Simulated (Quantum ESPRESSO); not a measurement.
The system is BAs.

```
As B
1.0
     0.00000    2.38850    2.38850
     2.38850    0.00000    2.38850
     2.38850    2.38850    0.00000
As B
1 1
Direct
  0.75000 0.75000 0.75000
  0.00000 0.00000 0.00000
```

Base run:

- Program: Quantum ESPRESSO 7.5
- Functional: LDA
- Potentials or basis: PseudoDojo 0.4.1 SR LDA standard
- Cutoff: 1088 eV
- Density cutoff: 4354 eV
- k mesh: 6 × 6 × 6
- Occupations: fixed
- Spin: no spin polarisation

Its results: band gap on the k mesh, mean-field level 1.24 eV, indirect (least direct gap 3.26 eV).

Task: The run is repeated on the same cell with these changes: k mesh from 6 × 6 × 6 to 4 × 4 × 4. What comes out?

Result: Band gap on the k mesh, mean-field level 1.35 eV, indirect (least direct gap 3.26 eV).

Caveats: some runs use coarse meshes.

A k mesh can miss the band edges.

Not every run made on this cell is shown here.
